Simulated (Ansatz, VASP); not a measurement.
## Two plane-wave programs on HfO2

The input INCAR:

```
SYSTEM = HfO2
ALGO = Normal ; EDIFF = 1E-6
ENCUT = 520 ; GGA = PS
ISIF = 2 ; ISMEAR = 0
LASPH = .TRUE. ; LCHARG = .FALSE.
LREAL = .FALSE. ; LWAVE = .FALSE.
NBANDS = 31 ; NELM = 100
PREC = Accurate ; SIGMA = 0.01
```

KPOINTS

```
k-points
0
G
  6 6 8
  0 0 0
```

The input POSCAR:

```
HfO2
1.0
    4.8301248088      0.0000000000      0.0000000000
    0.0000000000      4.8301248088      0.0000000000
    0.0000000000      0.0000000000      3.2097164562
Hf O
2 4
Direct
    0.0000000000      0.0000000000      0.0000000000
    0.5000000000      0.5000000000      0.5000000000
    0.1949699035      0.8050300965      0.5000000000
    0.3050300965      0.3050300965      0.0000000000
    0.6949699035      0.6949699035      0.0000000000
    0.8050300965      0.1949699035      0.5000000000
```

Input for Ansatz:

```yaml
crystal:
  lattice:
    - [4.8301248097, 0.0, 0.0]
    - [0.0, 4.8301248097, 0.0]
    - [0.0, 0.0, 3.209716414]
  atoms:
    - { symbol: Hf, position: [0.0, 0.0, 0.0] }
    - { symbol: Hf, position: [0.5, 0.5, 0.5] }
    - { symbol: O, position: [0.1949699023, 0.8050300977, 0.5] }
    - { symbol: O, position: [0.3050300977, 0.3050300977, 0.0] }
    - { symbol: O, position: [0.6949699023, 0.6949699023, 0.0] }
    - { symbol: O, position: [0.8050300977, 0.1949699023, 0.5] }
basis:
  ecutwfc: 420
  xc_grid: 2
kpoints:
  mp_grid: { grid: [6, 6, 8] }
  band_path: { path: [VBM, CBM], npoints: 2 }
hamiltonian:
  xc: pbesol
scf:
  occupations: { method: gaussian, width: 0.01 }
output:
  forces: true
  stress: true
  eigenvalues: true
```

Alike in both runs: task single point; functional PBEsol; k mesh 6 × 6 × 8; occupations gaussian, width 0.01 eV; no spin polarisation.

|  | VASP | Ansatz |
| --- | --- | --- |
| version | VASP 6.6.1 | Ansatz 0.2.0 |
| potentials or method | VASP PAW PBE potentials, release 64 (Hf_pv, O) | scalar-relativistic, plane waves, PAW |
| plane-wave cutoff (eV) | 520 | 420 |
| valence electrons in the cell | 44 | 76 |

Ansatz gave:

| Item | Value |
| --- | --- |
| gap on the k mesh at the Fermi level (eV) | 3.89 |
| least direct gap on the mesh (eV) | 3.89 |
| pressure (GPa) | 0.0 |
| largest component of the traceless stress (GPa) | 0.00 |
| rms of the force components (eV/Å) | 0.000 |

**Question.** Which values does VASP return?

**Answer.** gap on the k mesh at the Fermi level (eV): 3.84; least direct gap on the mesh (eV): 3.84; pressure (GPa): -2.7; largest component of the traceless stress (GPa): 0.44; rms of the force components (eV/Å): 0.022.

Atom by atom the forces differ by 0.022 eV/Å (rms over components). The two sets of potentials don't hold the same shells in valence.

Caveats: the PAW data sets were made with another functional, which shifts forces and pressure a little (VASP); spin-orbit coupling is left out, which moves the levels of the heavy elements. A k mesh can miss the band edges. PBEsol gaps usually lie below the measured ones, often by a third to a half.
